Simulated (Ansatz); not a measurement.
# GaSb: the cost of one run

Computed with Ansatz 0.2.0 (DFT PBE, scalar-relativistic, plane waves, PAW, unless a step's input says otherwise).

3 further runs of the same task are left out: 1 that didn't finish, 2 set aside as unsound or not needed.

## 1. The starting structure

It takes space group P4/nmm (No. 129, tetragonal). The conventional cell has a = 4.980 Å, b = 4.980 Å, c = 5.020 Å, α = 90.00°, β = 90.00°, γ = 90.00°. In (site symmetry -4m2) is surrounded by 4 Bi at 3.18 Å and 4 In at 3.52 Å. Around Bi (site symmetry 4mm) lie 4 In at 3.18 Å.

As a file:

```cif
data_structure
_symmetry_space_group_name_H-M 'P4/nmm:1'
_symmetry_Int_Tables_number 129
_cell_length_a 4.9804
_cell_length_b 4.9804
_cell_length_c 5.0204
_cell_angle_alpha 90.000
_cell_angle_beta 90.000
_cell_angle_gamma 90.000
_cell_volume 124.53
loop_
_atom_site_label
_atom_site_type_symbol
_atom_site_symmetry_multiplicity
_atom_site_Wyckoff_symbol
_atom_site_fract_x
_atom_site_fract_y
_atom_site_fract_z
_atom_site_occupancy
In1 In 2 a 0.50000 0.50000 0.00000 1
Bi1 Bi 2 c 0.50000 0.00000 0.39391 1
```

It goes back to an entry of the Materials Project.

This cell was relaxed beforehand with the same method: volume 31.13 Å³/atom, gap on the mesh none (metal).

## 2. Bi → Sb, In → Ga: the starting cell

GaSb starts from the relaxed positions of InBi, with all lengths scaled by 0.931, a guess from tabulated radii.

## 3. A first look at the start (GaSb)

input.yaml reads:

```yaml
crystal:
  lattice:
    - [4.6375825458, 0.0, 0.0]
    - [0.0, 4.6375825458, 0.0]
    - [0.0, 0.0, 4.6747893442]
  atoms:
    - { symbol: Ga, position: [0.5, 0.5, 0.0] }
    - { symbol: Ga, position: [0.0, 0.0, 0.0] }
    - { symbol: Sb, position: [0.5, 0.0, 0.3939099258] }
    - { symbol: Sb, position: [0.0, 0.5, 0.6060900742] }
basis:
  ecutwfc: 420
kpoints:
  mp_grid: { grid: [4, 4, 4] }
hamiltonian:
  xc: pbe
scf:
  occupations: { method: gaussian, width: 0.1 }
output:
  forces: true
  stress: true
  eigenvalues: true
```

Run with:

```sh
$ ansatz run input.yaml --threads 1 --pin off --max-ram 2560MiB --backend cpu --events-out ev --progress --plain --runs-dir out
```

Q: Estimate wall time and peak memory on 1 thread of Intel Xeon Platinum 8259CL at 2.50GHz (Skylake/Cascade Lake), shared host.

About 4.9 s, with a peak of 0.43 GiB.
